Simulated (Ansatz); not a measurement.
# Aluminium, dhcp under PBEsol: from relaxation to bulk modulus, part 2 of 2

Aim: take aluminium in the dhcp structure, relax it, solve it on a dense k-mesh, then scale the cell to 7 volumes from 88 to 112 % of the relaxed one and try a fit of the equation of state. Spin polarisation is left out. The k-meshes are 13×13×4 for the relaxation; 17×17×5 for the dense run; 14×14×4 for the volumes.

Ansatz 0.2.0; DFT, PBEsol, plane waves (420 eV) with PAW, scalar-relativistic. The steps go on from the part before.

**6. At 96 % of the relaxed volume**

The input, input.yaml:

```yaml
crystal:
  lattice:
    - [2.7912304349, 0.0, 0.0]
    - [-1.3956152174, 2.4172764644, 0.0]
    - [0.0, 0.0, 9.2446736202]
  atoms:
    - { symbol: Al, position: [1.0, 0.0, 1.0] }
    - { symbol: Al, position: [1.0, 0.0, 0.5] }
    - { symbol: Al, position: [0.3333333333, 0.6666666667, 0.25] }
    - { symbol: Al, position: [0.6666666667, 0.3333333333, 0.75] }
hamiltonian:
  xc: pbesol
  pseudopotentials:
    kind: paw
    azcp:
      Al: "pseudopotentials/Al.paw.azcp"
basis:
  ecutwfc: 420
  fft_grid_basis: typed
kpoints:
  mp_grid: { grid: [14, 14, 4], shift: [0, 0, 0] }
magnetization:
  spin_polarized: false
scf:
  occupations: { method: fermi_dirac, width: 0.1 }
  lower_state_search: "off"
output:
  stress: true
  write_density: true
  write_potential: true
  elf: true
  volumetric_format: npy
```

Output, cut to the lines that bear on the results:

```text
Warning: <dir> the record states the generating functional pbe (its physics header spells it `PBE`), which answers neither for hamiltonian.xc's functional nor for the pbesol family's — results may be inconsistent (PPs are generated against a specific XC)
Warning: RAYON_NUM_THREADS=2 ignored (pool sized by the plan → 2); use --threads N
[...]
Pseudopotentials: kind: paw
Pseudopotential: Al, paw, valence charge 3, recommended cutoff 420 eV (normal), <dir>
Functional definition: PBEsol
[...]
Crystal: 4 atoms, lattice volume = 62.375 Å³
Basis set: ecut = 420 eV, 1207 PW (Γ)
Bands: 10, of which v1, the nominal top of the filled ones, is band 6 counted from 1 (5 counted from 0)
Symmetry: 24 space group operations
Space group: P63/mmc (ITA 194), of the structure as read, at distance tolerance 4.0e-5 Å
k-points: 72 of 784
[...]
SCF iter   1: F=—  HF=-2098.136303 eV  |F-HF|=—  |Δ(HF+E_count)|=         —  Δρ=1.40e-3  dr2=1.21e-3  ethr=1.77e-3  ⟨swp⟩=7.1  Hψ=13943  notcnv=0  defer=14
[...]
SCF iter   6: F=-2098.135999 eV  HF=-2098.135999 eV  |F-HF|=3.51e-10  |Δ(HF+E_count)|=   2.89e-9  Δρ=7.34e-7  dr2=5.62e-10  ethr=9.99e-11  ⟨swp⟩=8.0  Hψ=5368  notcnv=0
[...]
SCF converged after 6 iterations
Free energy (F): -2098.135999 eV
[...]
E sigma→0 (E₀):  -2098.110949 eV
Entropy (-TS):   -0.050100 eV (-12.525 meV/atom)
Fermi energy:    8.492626 eV
[...]
--- Stress (GPa, compression-positive) ---
        3.569630      -0.000000       0.000000
        0.000000       3.569630       0.000000
        0.000000       0.000000       3.703588
  P = ⅓ Tr σ = 3.6143 GPa (36.143 kbar)
--- Band table (eV; the first three rows and the last of 72) ---
  k-point 0: bands = ["-3.0354", "-1.3196", "-1.3128", "3.5926", "3.8525", "11.7561", "11.7659", "19.7680", "19.7680", "19.8520", "19.8520", "20.7495", "20.7495", "20.7949"]
[...]
```

Wall time 2.8 s (2 threads of Arm Neoverse V1, shared host); peak memory 0.34 GiB.

**7. At 100 % of the relaxed volume**

Edit input.yaml of step 6 so:

```diff
@@ -2,5 +2,5 @@
   lattice:
-    - [2.7912304349, 0.0, 0.0]
-    - [-1.3956152174, 2.4172764644, 0.0]
-    - [0.0, 0.0, 9.2446736202]
+    - [2.8294712202, 0.0, 0.0]
+    - [-1.4147356101, 2.450393956, 0.0]
+    - [0.0, 0.0, 9.3713287236]
   atoms:
@@ -28,5 +28 @@
   stress: true
-  write_density: true
-  write_potential: true
-  elf: true
-  volumetric_format: npy
```

Output, cut to the lines that bear on the results:

```text
Warning: <dir> the record states the generating functional pbe (its physics header spells it `PBE`), which answers neither for hamiltonian.xc's functional nor for the pbesol family's — results may be inconsistent (PPs are generated against a specific XC)
Warning: RAYON_NUM_THREADS=2 ignored (pool sized by the plan → 2); use --threads N
[...]
[... 3 set-up lines as earlier in the session ...]
[...]
Crystal: 4 atoms, lattice volume = 64.974 Å³
Basis set: ecut = 420 eV, 1279 PW (Γ)
Bands: 10, of which v1, the nominal top of the filled ones, is band 6 counted from 1 (5 counted from 0)
[... 2 set-up lines as earlier in the session ...]
k-points: 72 of 784
[...]
SCF iter   1: F=—  HF=-2098.164172 eV  |F-HF|=—  |Δ(HF+E_count)|=         —  Δρ=1.17e-3  dr2=8.21e-4  ethr=1.77e-3  ⟨swp⟩=6.9  Hψ=13785  notcnv=0  defer=15
[...]
SCF iter   6: F=-2098.164036 eV  HF=-2098.164036 eV  |F-HF|=3.52e-10  |Δ(HF+E_count)|=   1.54e-9  Δρ=7.50e-7  dr2=6.00e-10  ethr=7.86e-11  ⟨swp⟩=2.0  Hψ=2590  notcnv=0
[...]
SCF converged after 6 iterations
Free energy (F): -2098.164036 eV
[...]
E sigma→0 (E₀):  -2098.137632 eV
Entropy (-TS):   -0.052808 eV (-13.202 meV/atom)
Fermi energy:    8.058689 eV
[...]
--- Stress (GPa, compression-positive) ---
       -0.145559       0.000000       0.000000
        0.000000      -0.145559       0.000000
        0.000000       0.000000       0.212851
  P = ⅓ Tr σ = -0.0261 GPa (-0.261 kbar)
```

Wall time 2.2 s (2 threads of Arm Neoverse V1, shared host); peak memory 0.33 GiB.

**8. At 104 % of the relaxed volume**

Edit input.yaml of step 7 so:

```diff
@@ -2,5 +2,5 @@
   lattice:
-    - [2.8294712202, 0.0, 0.0]
-    - [-1.4147356101, 2.450393956, 0.0]
-    - [0.0, 0.0, 9.3713287236]
+    - [2.8667053746, 0.0, 0.0]
+    - [-1.4333526873, 2.4826396796, 0.0]
+    - [0.0, 0.0, 9.4946498226]
   atoms:
```

Output, cut to the lines that bear on the results:

```text
Warning: <dir> the record states the generating functional pbe (its physics header spells it `PBE`), which answers neither for hamiltonian.xc's functional nor for the pbesol family's — results may be inconsistent (PPs are generated against a specific XC)
Warning: RAYON_NUM_THREADS=2 ignored (pool sized by the plan → 2); use --threads N
[...]
[... 3 set-up lines as earlier in the session ...]
[...]
Crystal: 4 atoms, lattice volume = 67.573 Å³
Basis set: ecut = 420 eV, 1315 PW (Γ)
Bands: 10, of which v1, the nominal top of the filled ones, is band 6 counted from 1 (5 counted from 0)
[... 1 set-up line as earlier in the session ...]
Space group: P63/mmc (ITA 194), of the structure as read, at distance tolerance 4.1e-5 Å
k-points: 72 of 784
[...]
SCF iter   1: F=—  HF=-2098.139140 eV  |F-HF|=—  |Δ(HF+E_count)|=         —  Δρ=1.05e-3  dr2=6.30e-4  ethr=1.77e-3  ⟨swp⟩=6.8  Hψ=13627  notcnv=0  defer=13
[...]
SCF iter   6: F=-2098.139087 eV  HF=-2098.139087 eV  |F-HF|=5.55e-10  |Δ(HF+E_count)|=   1.08e-9  Δρ=1.22e-6  dr2=1.33e-9  ethr=5.62e-11  ⟨swp⟩=2.0  Hψ=2645  notcnv=0
[...]
SCF converged after 6 iterations
Free energy (F): -2098.139087 eV
[...]
E sigma→0 (E₀):  -2098.111341 eV
Entropy (-TS):   -0.055492 eV (-13.873 meV/atom)
Fermi energy:    7.652882 eV
[...]
--- Stress (GPa, compression-positive) ---
       -3.123820      -0.000000       0.000000
        0.000000      -3.123820       0.000000
        0.000000       0.000000      -2.584621
  P = ⅓ Tr σ = -2.9441 GPa (-29.441 kbar)
```

Wall time 2.2 s (2 threads of Arm Neoverse V1, shared host); peak memory 0.33 GiB.

**9. At 108 % of the relaxed volume**

Edit input.yaml of step 8 so:

```diff
@@ -2,5 +2,5 @@
   lattice:
-    - [2.8667053746, 0.0, 0.0]
-    - [-1.4333526873, 2.4826396796, 0.0]
-    - [0.0, 0.0, 9.4946498226]
+    - [2.902996637, 0.0, 0.0]
+    - [-1.4514983185, 2.5140688348, 0.0]
+    - [0.0, 0.0, 9.6148480234]
   atoms:
@@ -28 +28,5 @@
   stress: true
+  write_density: true
+  write_potential: true
+  elf: true
+  volumetric_format: npy
```

Output, cut to the lines that bear on the results:

```text
Warning: <dir> the record states the generating functional pbe (its physics header spells it `PBE`), which answers neither for hamiltonian.xc's functional nor for the pbesol family's — results may be inconsistent (PPs are generated against a specific XC)
Warning: RAYON_NUM_THREADS=2 ignored (pool sized by the plan → 2); use --threads N
[...]
[... 3 set-up lines as earlier in the session ...]
[...]
Crystal: 4 atoms, lattice volume = 70.172 Å³
Basis set: ecut = 420 eV, 1377 PW (Γ)
Bands: 10, of which v1, the nominal top of the filled ones, is band 6 counted from 1 (5 counted from 0)
[... 2 set-up lines as earlier in the session ...]
k-points: 72 of 784
[...]
SCF iter   1: F=—  HF=-2098.071700 eV  |F-HF|=—  |Δ(HF+E_count)|=         —  Δρ=9.79e-4  dr2=5.62e-4  ethr=1.77e-3  ⟨swp⟩=6.8  Hψ=13545  notcnv=0  defer=14
[...]
SCF iter   6: F=-2098.071636 eV  HF=-2098.071636 eV  |F-HF|=6.23e-11  |Δ(HF+E_count)|=   2.15e-9  Δρ=7.72e-7  dr2=3.75e-10  ethr=1.03e-10  ⟨swp⟩=6.5  Hψ=5142  notcnv=0
[...]
SCF converged after 6 iterations
Free energy (F): -2098.071636 eV
[...]
E sigma→0 (E₀):  -2098.042590 eV
Entropy (-TS):   -0.058091 eV (-14.523 meV/atom)
Fermi energy:    7.272493 eV
[...]
--- Stress (GPa, compression-positive) ---
       -5.502691       0.000000       0.000000
        0.000000      -5.502691       0.000000
        0.000000       0.000000      -4.818317
  P = ⅓ Tr σ = -5.2746 GPa (-52.746 kbar)
--- Band table (eV; the first three rows and the last of 72) ---
  k-point 0: bands = ["-3.4453", "-1.8567", "-1.8511", "2.8002", "2.8480", "10.3152", "10.3238", "17.6131", "17.6131", "17.8430", "17.8430", "18.8463", "18.8463", "18.9779"]
[...]
```

Wall time 3.1 s (2 threads of Arm Neoverse V1, shared host); peak memory 0.35 GiB.

**10. At 112 % of the relaxed volume**

Edit input.yaml of step 9 so:

```diff
@@ -2,5 +2,5 @@
   lattice:
-    - [2.902996637, 0.0, 0.0]
-    - [-1.4514983185, 2.5140688348, 0.0]
-    - [0.0, 0.0, 9.6148480234]
+    - [2.9384025245, 0.0, 0.0]
+    - [-1.4692012622, 2.5447312327, 0.0]
+    - [0.0, 0.0, 9.7321138247]
   atoms:
@@ -28,5 +28 @@
   stress: true
-  write_density: true
-  write_potential: true
-  elf: true
-  volumetric_format: npy
```

Output, cut to the lines that bear on the results:

```text
Warning: <dir> the record states the generating functional pbe (its physics header spells it `PBE`), which answers neither for hamiltonian.xc's functional nor for the pbesol family's — results may be inconsistent (PPs are generated against a specific XC)
Warning: RAYON_NUM_THREADS=2 ignored (pool sized by the plan → 2); use --threads N
[...]
[... 3 set-up lines as earlier in the session ...]
[...]
Crystal: 4 atoms, lattice volume = 72.771 Å³
Basis set: ecut = 420 eV, 1389 PW (Γ)
Bands: 10, of which v1, the nominal top of the filled ones, is band 6 counted from 1 (5 counted from 0)
[... 1 set-up line as earlier in the session ...]
Space group: P63/mmc (ITA 194), of the structure as read, at distance tolerance 4.2e-5 Å
k-points: 72 of 784
[...]
SCF iter   1: F=—  HF=-2097.970568 eV  |F-HF|=—  |Δ(HF+E_count)|=         —  Δρ=9.21e-4  dr2=5.21e-4  ethr=1.77e-3  ⟨swp⟩=6.8  Hψ=13438  notcnv=0  defer=10
[...]
SCF iter   6: F=-2097.970532 eV  HF=-2097.970532 eV  |F-HF|=9.53e-10  |Δ(HF+E_count)|=   9.44e-9  Δρ=1.08e-6  dr2=1.51e-9  ethr=3.11e-10  ⟨swp⟩=2.0  Hψ=2816  notcnv=0
[...]
SCF converged after 6 iterations
Free energy (F): -2097.970532 eV
[...]
E sigma→0 (E₀):  -2097.940262 eV
Entropy (-TS):   -0.060538 eV (-15.135 meV/atom)
Fermi energy:    6.914636 eV
[...]
--- Stress (GPa, compression-positive) ---
       -7.391839      -0.000000       0.000000
       -0.000000      -7.391839       0.000000
        0.000000       0.000000      -6.572747
  P = ⅓ Tr σ = -7.1188 GPa (-71.188 kbar)
```

It took 2.4 s on 2 threads of Arm Neoverse V1, shared host; peak memory 0.34 GiB.

**11. Energy and pressure against volume**

All volumes keep the relaxed shape and fractional coordinates.

| V (Å³/atom) | E − E₀ (meV/atom) | P from the stress (GPa) | P from the fit (GPa) |
| --- | --- | --- | --- |
| 14.294 | 73.7 | 13.79 | 13.77 |
| 14.944 | 29.9 | 8.15 | 8.07 |
| 15.594 | 6.7 | 3.61 | 3.53 |
| 16.244 | 0.0 | -0.03 | -0.11 |
| 16.893 | 6.6 | -2.94 | -3.02 |
| 17.543 | 23.7 | -5.27 | -5.35 |
| 18.193 | 49.3 | -7.12 | -7.22 |

A third-order Birch-Murnaghan fit gives V₀ = 16.222 Å³/atom, B₀ = 82 GPa and B₀′ = 4.5; it misses no point by more than 0.04 meV/atom.

Fit and stress differ a little: one follows E(σ → 0), the other the smeared free energy.

**12. Outcome**

What follows sums up all 2 parts.

```
                      quantity                                   value
space group (spins left aside)                      P6_3/mmc (No. 194)
             conventional cell  a = 2.829 Å, c = 9.371 Å (c/a = 3.312)
                        volume                          16.244 Å³/atom
             shortest distance                                 2.829 Å
               gap on the mesh            none (levels filled in part)
               relative to fcc                            +15 meV/atom
                   V₀, B₀, B₀′             16.222 Å³/atom, 82 GPa, 4.5
```

**Reading.** The relaxation shrank the cell by 2.2 % in volume. Against the reference form of aluminium (fcc, computed apart with the same settings) it stands 15 meV/atom higher. No gap shows: it is a metal or semimetal at this level. The fitted modulus is 82 GPa; letting shape and positions relax at each volume could only lower it. The symmetry was held, so the structure may be unstable against distortions that break it.
